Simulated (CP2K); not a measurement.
Runs of CP2K 2026.2 on La2O3. Symmetry: P321, No. 150, trigonal system. Conventional cell: a = 6.370 Å, b = 6.370 Å, c = 3.290 Å, α = 90.00°, β = 90.00°, γ = 120.00°. Around La (site symmetry 3) lie 6 O at 2.46 to 2.47 Å. O (site symmetry 2) has 4 La at 2.46 to 2.47 Å as nearest neighbours. The cell comes from a database or a generator and needn't be the stable form of this composition.

```csv
level,cutoff of the non-local correlation (Ry),gap on the mesh (eV),pressure (GPa),largest force (eV/Å)
PBE,-,(a),1.5,0.03
rev-vdW-DF2,300,1.43,1.0,0.05
revPBE,-,1.63,2.8,0.03
LDA,-,1.32,-2.4,0.04
TASK,-,2.53,(b),0.03
PBEsol,-,1.43,-0.9,0.04
WC,-,1.48,-0.8,0.04
```

Alike in all rows: task single point; potentials or basis GTH_POTENTIALS La GTH-PBE-q11; POTENTIAL_UZH O GTH-PBE-q6; DZVP-MOLOPT-SR-GTH, DZVP-MOLOPT-PBE-GTH basis; no spin polarisation; cell as given; k mesh 5 × 5 × 8; smearing fermi-dirac 0.05 eV.

Task: Estimate the missing entries.

Result: (a) 1.54; (b) 8.9.

Caveats: spin-orbit coupling is left out, which moves the levels of the heavy elements; an odd mesh through Γ misses points on the zone boundary, where band edges often lie; the basis of atomic orbitals isn't converged, which shifts pressures, moduli and gaps; the potentials were made for another functional, which shifts forces and pressure (some runs).

A k mesh can miss the band edges, and the runs leave out spin-orbit coupling on La.
